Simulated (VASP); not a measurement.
# BN (F-43m) in VASP: a series of runs, part 2 of 2

VASP 6.6.1.

## Step 4: Band structure, PBE

INCAR

```
PREC     = Accurate       # precision mode
ENCUT    = 550            # plane-wave cutoff, eV
EDIFF    = 1E-7           # SCF threshold, eV
ISMEAR   = -1             # smearing method
SIGMA    = 0.05           # smearing width, eV
LREAL    = False          # projectors in reciprocal space
LASPH    = True           # aspherical terms in the spheres
NELM     = 80             # most SCF steps
ALGO     = Fast           # electronic algorithm
ISIF     = 2              # what is computed and relaxed
LWAVE    = False          # write WAVECAR
LCHARG   = False          # write CHGCAR
GGA      = PE             # functional
```

KPOINTS

```
Automatic mesh
0
Gamma
  13 13 13
```

POSCAR

```
BN
1.0
    0.0000000000      1.8130010000      1.8130010000
    1.8130010000      0.0000000000      1.8130010000
    1.8130010000      1.8130010000      0.0000000000
N B
1 1
Direct
    0.2500000000      0.2500000000      0.2500000000
    0.0000000000      0.0000000000      0.0000000000
```

KPOINTS_OPT

```
path GXWKGLUWLK,UX
10
line-mode
reciprocal
 0.0000000000  0.0000000000  0.0000000000  G
 0.5000000000  0.0000000000  0.5000000000  X

 0.5000000000  0.0000000000  0.5000000000  X
 0.5000000000  0.2500000000  0.7500000000  W

 0.5000000000  0.2500000000  0.7500000000  W
 0.3750000000  0.3750000000  0.7500000000  K

 0.3750000000  0.3750000000  0.7500000000  K
 0.0000000000  0.0000000000  0.0000000000  G

 0.0000000000  0.0000000000  0.0000000000  G
 0.5000000000  0.5000000000  0.5000000000  L

 0.5000000000  0.5000000000  0.5000000000  L
 0.6250000000  0.2500000000  0.6250000000  U

 0.6250000000  0.2500000000  0.6250000000  U
 0.5000000000  0.2500000000  0.7500000000  W

 0.5000000000  0.2500000000  0.7500000000  W
 0.5000000000  0.5000000000  0.5000000000  L

 0.5000000000  0.5000000000  0.5000000000  L
 0.3750000000  0.3750000000  0.7500000000  K

 0.6250000000  0.2500000000  0.6250000000  U
 0.5000000000  0.0000000000  0.5000000000  X
```

Launch:

```bash
> cat potpaw_PBE.64/N_GW/POTCAR potpaw_PBE.64/B_GW/POTCAR > POTCAR
> mpirun -np 1 vasp_std > vasp.out
```

Run time: 14 s. Hardware: 1 thread of Intel Xeon Platinum 8488C (Sapphire Rapids), shared host; peak memory 0.13 GiB.

The run converged. Its results:

```yaml
Free_energy: -17.4656 eV
Pressure: -0.5 GPa
Band_gap_on_the_k_mesh: 4.53 eV, indirect (least direct gap 8.78 eV)
Band_gap_along_the_path: 4.45 eV, indirect (least direct gap 8.78 eV)
```

Levels at the corners of the path, in eV from the valence-band top:
```tsv
point	band 1	band 2	band 3	band 4	band 5	band 6	band 7	band 8
Γ	-20.13	0.00	0.00	0.00	8.78	8.78	8.78	10.20
X	-14.60	-8.86	-4.86	-4.86	4.45	9.18	17.79	17.79
X	-14.60	-8.86	-4.86	-4.86	4.45	9.18	17.79	17.79
W	-14.30	-7.55	-6.90	-6.45	9.56	13.20	14.46	14.52
W	-14.30	-7.55	-6.90	-6.45	9.56	13.20	14.46	14.52
K	-14.52	-8.08	-7.59	-4.04	6.89	12.79	15.72	16.55
K	-14.52	-8.08	-7.59	-4.04	6.89	12.79	15.72	16.55
Γ	-20.13	0.00	0.00	0.00	8.78	8.78	8.78	10.20
Γ	-20.13	0.00	0.00	0.00	8.78	8.78	8.78	10.20
L	-15.95	-10.61	-1.92	-1.92	10.02	10.66	10.66	15.17
L	-15.95	-10.61	-1.92	-1.92	10.02	10.66	10.66	15.17
U	-14.52	-8.08	-7.59	-4.04	6.89	12.79	15.72	16.55
U	-14.52	-8.08	-7.59	-4.04	6.89	12.79	15.72	16.55
W	-14.30	-7.55	-6.90	-6.45	9.56	13.20	14.46	14.52
W	-14.30	-7.55	-6.90	-6.45	9.56	13.20	14.46	14.52
L	-15.95	-10.61	-1.92	-1.92	10.02	10.66	10.66	15.17
L	-15.95	-10.61	-1.92	-1.92	10.02	10.66	10.66	15.17
K	-14.52	-8.08	-7.59	-4.04	6.89	12.79	15.72	16.55
U	-14.52	-8.08	-7.59	-4.04	6.89	12.79	15.72	16.55
X	-14.60	-8.86	-4.86	-4.86	4.45	9.18	17.79	17.79
```

## Step 5: Band structure, TB-mBJ

POSCAR is that of step 4.

INCAR.step1

```
PREC     = Medium         # precision mode
ENCUT    = 900            # plane-wave cutoff, eV
EDIFF    = 1E-5           # SCF threshold, eV
ISMEAR   = 0              # smearing method
SIGMA    = 0.01           # smearing width, eV
LREAL    = False          # projectors in reciprocal space
LASPH    = True           # aspherical terms in the spheres
NELM     = 80             # most SCF steps
ALGO     = Normal         # electronic algorithm
ISIF     = 2              # what is computed and relaxed
LWAVE    = True           # write WAVECAR
LCHARG   = False          # write CHGCAR
NBANDS   = 11             # bands
NELECT   = 8.02         
GGA      = PE             # functional
```

INCAR.step2

```
PREC     = Medium         # precision mode
ENCUT    = 900            # plane-wave cutoff, eV
EDIFF    = 1E-6           # SCF threshold, eV
ISMEAR   = 0              # smearing method
SIGMA    = 0.01           # smearing width, eV
LREAL    = False          # projectors in reciprocal space
LASPH    = True           # aspherical terms in the spheres
NELM     = 80             # most SCF steps
ALGO     = Normal         # electronic algorithm
ISIF     = 2              # what is computed and relaxed
LWAVE    = False          # write WAVECAR
LCHARG   = False          # write CHGCAR
METAGGA  = MBJ            # meta-GGA
NBANDS   = 11             # bands
NELECT   = 8.02         
ISTART   = 1
```

KPOINTS is that of step 4.

Changes to KPOINTS_OPT since step 4:

```diff
@@ -1,3 +1,3 @@
 path GXWKGLUWLK,UX
-10
+20
 line-mode
```

Potentials or basis: VASP PAW PBE potentials, release 64 (N_h, B_h).

Launch:

```bash
> cat potpaw_PBE.64/N_h/POTCAR potpaw_PBE.64/B_h/POTCAR > POTCAR
> cp INCAR.step1 INCAR
> mpirun -np 1 vasp_std > vasp.out
> cp INCAR.step2 INCAR
> mpirun -np 1 vasp_std > vasp.out
```

It took 55 s on 1 thread of Intel Xeon Platinum 8488C (Sapphire Rapids), shared host; peak memory 0.15 GiB.

The run converged, but some of its settings lie outside the range that counts as converged, so its numbers aren't taken as properties of the crystal.

Results:

- Band gap along the path: none (metal or under the smearing width)

Caveat: the cell is charged against a uniform background, so pressure and absolute levels hang on convention; the cutoff is under 1.25 times the usual one of these potentials, so pressure, stress and relaxed cells hold a basis-set (Pulay) error; the PAW data sets were made with another functional, which shifts forces and pressure a little.

## Step 6: Optical spectrum, optB88-vdW, collinear spin, ferromagnetic start (volume scaled by 1.08)

INCAR

```
SYSTEM = BN
PREC = Accurate
ENCUT = 520
EDIFF = 1E-7
ISMEAR = -1
SIGMA = 0.05
LREAL = .False.
LASPH = .True.
NELM = 80
ALGO = Normal
ISIF = 2
LWAVE = .False.
LCHARG = .False.
ISPIN = 2
MAGMOM = 0.5 0
LORBIT = 11
GGA = BO
LUSE_VDW = .True.
AGGAC = 0.0
PARAM1 = 0.1833333333
PARAM2 = 0.22
LOPTICS = .True.
NBANDS = 36
NEDOS = 2000
CSHIFT = 0.1
```

KPOINTS

```
regular mesh
0
Gamma
  13 13 13
  0 0 0
```

POSCAR

```
BN
2.6306
    0.000000000000      0.707105930510      0.707105930510
    0.707105930510      0.000000000000      0.707105930510
    0.707105930510      0.707105930510      0.000000000000
N B
1 1
Direct
    0.2500000000      0.2500000000      0.2500000000
    0.0000000000      0.0000000000      0.0000000000
```

Potentials or basis: VASP PAW PBE potentials, release 54 (N, B).

Launch:

```bash
> cat potpaw_PBE.54/N/POTCAR potpaw_PBE.54/B/POTCAR > POTCAR
> mpirun -np 1 vasp_std > vasp.out
```

OUTCAR:

```text
SYSTEM = BN
   PREC = Accurate
   ENCUT = 520
   EDIFF = 1E-7
   ISMEAR = -1
   LREAL = .False.
   LASPH = .True.
   NELM = 80
   ISIF = 2
   ISPIN = 2
   LORBIT = 11
   GGA = BO

 ion  position               nearest neighbor table
   1  0.250  0.250  0.250-   2 1.61   2 1.61   2 1.61   2 1.61
   2  0.000  0.000  0.000-   1 1.61   1 1.61   1 1.61   1 1.61

  LATTYP: Found a face centered cubic cell.
 ALAT       =     3.7202257216

  Lattice vectors:

 A1 = (   0.0000000000,   1.8601128608,   1.8601128608)
 A2 = (   1.8601128608,   0.0000000000,   1.8601128608)
 A3 = (   1.8601128608,   1.8601128608,   0.0000000000)

Analysis of symmetry for initial positions (statically):
=====================================================================
 Subroutine PRICEL returns:
 Original cell was already a primitive cell.

 Routine SETGRP: Setting up the symmetry group for a
 face centered cubic supercell.

 Subroutine GETGRP returns: Found 24 space group operations
 (whereof 24 operations were pure point group operations)
 out of a pool of 48 trial point group operations.

The static configuration has the point symmetry T_d .

Analysis of symmetry for dynamics (positions and initial velocities):
=====================================================================
 Subroutine PRICEL returns:
 Original cell was already a primitive cell.

 Routine SETGRP: Setting up the symmetry group for a
 face centered cubic supercell.

[... 1136 lines left out ...]
       0.000       0.000       0.000
      -0.000       0.000       0.000

  frequency dependent IMAGINARY DIELECTRIC FUNCTION (independent particle, no local field effects) density-density
     E(ev)      X         Y         Z        XY        YZ        ZX
  --------------------------------------------------------------------------------------------------------------
     0.00000     0.00000     0.00000     0.00000     0.00000     0.00000     0.00000
     1.41881     0.00782     0.00782     0.00782     0.00000     0.00000     0.00000
     2.83761     0.01740     0.01740     0.01740     0.00000     0.00000     0.00000
     4.25642     0.03172     0.03172     0.03172     0.00000     0.00000     0.00000
     5.67522     0.05851     0.05851     0.05851     0.00000     0.00000     0.00000
     7.09403     0.13018     0.13018     0.13018     0.00000     0.00000     0.00000
[... 92 lines left out ...]
   139.04296     0.00007     0.00007     0.00007     0.00000     0.00000    -0.00000
   140.46177     0.00007     0.00007     0.00007     0.00000     0.00000    -0.00000

  frequency dependent      REAL DIELECTRIC FUNCTION (independent particle, no local field effects) density-density
     E(ev)        X           Y           Z          XY          YZ          ZX
  --------------------------------------------------------------------------------------------------------------
     0.00000     4.70784     4.70784     4.70784     0.00000     0.00000     0.00000
     1.41881     4.76238     4.76238     4.76238     0.00000     0.00000     0.00000
     2.83761     4.93784     4.93784     4.93784     0.00000     0.00000     0.00000
     4.25642     5.27767     5.27767     5.27767     0.00000     0.00000     0.00000
     5.67522     5.89372     5.89372     5.89372     0.00000     0.00000     0.00000
     7.09403     7.12823     7.12823     7.12823     0.00000     0.00000     0.00000
[... 92 lines left out ...]
   139.04296     0.95607     0.95607     0.95607    -0.00000    -0.00000    -0.00000
   140.46177     0.95703     0.95703     0.95703    -0.00000    -0.00000    -0.00000

  frequency dependent IMAGINARY DIELECTRIC FUNCTION (independent particle, no local field effects) current-current
     E(ev)      X         Y         Z        XY        YZ        ZX
  --------------------------------------------------------------------------------------------------------------
     0.00000    10.45671    10.45671    10.45671     0.00000     0.00000     0.00000
     1.41881     0.53832     0.53832     0.53832     0.00000     0.00000     0.00000
     2.83761     0.29503     0.29503     0.29503     0.00000     0.00000     0.00000
     4.25642     0.23280     0.23280     0.23280     0.00000     0.00000     0.00000
     5.67522     0.23109     0.23109     0.23109     0.00000     0.00000     0.00000
     7.09403     0.30322     0.30322     0.30322     0.00000     0.00000     0.00000
[... 92 lines left out ...]
   139.04296     0.00001     0.00001     0.00001    -0.00000    -0.00000    -0.00000
   140.46177     0.00000     0.00000     0.00000    -0.00000    -0.00000    -0.00000

  frequency dependent      REAL DIELECTRIC FUNCTION (independent particle, no local field effects) current-current
     E(ev)        X           Y           Z          XY          YZ          ZX
  --------------------------------------------------------------------------------------------------------------
     0.00000     4.70781     4.70781     4.70781    -0.00000     0.00000     0.00000
     1.41881     4.76221     4.76221     4.76221    -0.00000     0.00000     0.00000
     2.83761     4.93766     4.93766     4.93766    -0.00000     0.00000     0.00000
     4.25642     5.27744     5.27744     5.27744    -0.00000     0.00000     0.00000
     5.67522     5.89341     5.89341     5.89341    -0.00000     0.00000     0.00000
     7.09403     7.12768     7.12768     7.12768    -0.00000     0.00000     0.00000
[... 92 lines left out ...]
   139.04296     0.95607     0.95607     0.95607     0.00000    -0.00000     0.00000
   140.46177     0.95703     0.95703     0.95703     0.00000    -0.00000     0.00000

 total charge

# of ion       s       p       d       tot
------------------------------------------
    1        1.203   2.702   0.000   3.905
    2        0.644   1.245   0.000   1.888
--------------------------------------------------
tot          1.846   3.947   0.000   5.793

 magnetization (x)

# of ion       s       p       d       tot
------------------------------------------
    1        0.000  -0.000   0.000  -0.000
    2       -0.000  -0.000   0.000  -0.000
--------------------------------------------------
tot         -0.000  -0.000   0.000  -0.000
```

Wall time 87 s (1 thread of Intel Xeon Platinum 8488C (Sapphire Rapids), shared host); peak memory 0.27 GiB.

Results:

* Free energy: -15.4252 eV
* Pressure: -25.4 GPa
* Band gap on the k mesh: 4.65 eV, indirect (least direct gap 8.49 eV)
* Net moment: 0.00 μB per cell
* Valence electrons inside the program's atomic spheres: N 3.90; B 1.89

Dielectric function (mean over the directions given):
| energy (eV) | real part | imaginary part |
| --- | --- | --- |
| 0.28 | 4.71 | 0.00 |
| 1.28 | 4.75 | 0.01 |
| 2.34 | 4.86 | 0.01 |
| 3.33 | 5.03 | 0.02 |
| 4.40 | 5.32 | 0.03 |
| 5.39 | 5.74 | 0.05 |
| 6.46 | 6.45 | 0.09 |
| 7.52 | 7.78 | 0.18 |
| 8.51 | 11.21 | 1.53 |
| 9.58 | 10.77 | 8.02 |
| 10.57 | 9.00 | 12.08 |
| 11.63 | 0.37 | 12.44 |
| 12.63 | -3.15 | 6.71 |
| 13.69 | -0.98 | 5.84 |
| 14.76 | -4.76 | 4.70 |
| 15.75 | -2.41 | 2.55 |
| 16.81 | -2.40 | 1.85 |
| 17.81 | -1.91 | 1.63 |
| 18.87 | -1.32 | 0.88 |
| 19.93 | -0.82 | 1.16 |

Caveat: spectra need much finer meshes, so this one isn't converged; independent-particle spectra lack excitons; the PAW data sets were made with another functional, which shifts forces and pressure a little; an odd mesh through Γ misses points on the zone boundary, where band edges often lie.

## Step 7: The runs side by side

```tsv
task	level	potentials or basis	spin	cell	cutoff (eV)	gap on the mesh (eV)	pressure (GPa)
band structure	PBE	VASP PAW PBE potentials, release 64 (N, B)	off	as given	520	4.52	-
band structure	PBE	VASP PAW PBE potentials, release 64 (N_GW, B_GW)	off	as given	600	4.53	-0.5
band structure	PBE	VASP PAW PBE potentials, release 64 (N_GW, B_GW)	off	as given	550	4.53	-0.5
optical spectrum	optB88-vdW	VASP PAW PBE potentials, release 54 (N, B)	collinear, ferromagnetic start	volume scaled by 1.08	520	4.65	-25.4
```

Alike in all rows: k mesh 13 × 13 × 13; smearing fermi-dirac 0.05 eV.

Caveats: spectra need much finer meshes, so this one isn't converged (some runs); independent-particle spectra lack excitons (some runs); the PAW data sets were made with another functional, which shifts forces and pressure a little (some runs); an odd mesh through Γ misses points on the zone boundary, where band edges often lie (some runs).

Total energies depend on the potentials used, so only differences within one code and one set of settings carry meaning.

## Step 8: Comparison with measurements

Step 2. A measured gap of BN is 6.4 eV (indirect; 300 K; a printed reference work, monograph); the calculated 4.45 eV misses it by -1.95 eV. The value is that of PBE, without temperature or zero-point motion. Semilocal functionals fall short of measured gaps as a rule. The cell is a database's relaxed one, not the measured one, which moves gaps too.

Step 3. Against the measured gap of BN, 6.4 eV (indirect; 300 K; a printed reference work, monograph), the calculated 4.45 eV is off by -1.95 eV. The value is that of PBE, without temperature or zero-point motion. Semilocal functionals fall short of measured gaps as a rule. The cell is a database's relaxed one, not the measured one, which moves gaps too.

Step 4. Against the measured gap of BN, 6.4 eV (indirect; 300 K; a printed reference work, monograph), the calculated 4.45 eV is off by -1.95 eV. The value is that of PBE, without temperature or zero-point motion. Semilocal functionals fall short of measured gaps as a rule. The cell is a database's relaxed one, not the measured one, which moves gaps too.
